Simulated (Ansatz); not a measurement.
HfC, DFT, PBE, all-electron PAW with datasets made for the crystal, scalar-relativistic (Ansatz 0.2.0), run on 1 thread of Arm Neoverse V1 on a shared host.

The cell is COD entry 1539502, as deposited and not checked against the literature; nothing was relaxed. The listed cell was then made from it by scaling, straining or moving an atom.

Command: `ansatz run input.yaml --threads 1 --pin off --max-ram 3072MiB --backend cpu --events-out ev --progress --plain --runs-dir out`

```yaml
crystal:
  lattice:
    - [0.0, 2.3327243092, 2.3327243092]
    - [2.3327243092, 0.0, 2.3327243092]
    - [2.3327243092, 2.3327243092, 0.0]
  atoms:
    - { symbol: Hf, position: [0.5, 0.5, 0.5] }
    - { symbol: C, position: [0.0, 0.0, 0.0] }
kpoints:
  mp_grid: { grid: [15, 15, 15] }
scf:
  occupations: { method: fermi_dirac, width: 0.05 }
hamiltonian:
  xc: pbe
  pseudopotentials: { kind: all_electron, datasets: crystal }
output:
  forces: true
  stress: true
  eigenvalues: true
  efg: { contact_densities: true }
```

(1) How large is the problem that the program sets up?

(2) Estimate the wall time and the peak memory.

(3) And the same cell and mesh by PAW (frozen-core files), asked for forces, stress, eigenvalues, efg, on the same hardware?

## Answers

(1) 120 irreducible k-points, 459 plane waves at Γ, 19 bands.

(2) 19 s of wall time for 10 SCF iterations, with a peak of 0.58 GiB. Times on shared machines scatter by tens of per cent.

(3) 7.7 s, peak memory 0.4 GiB.
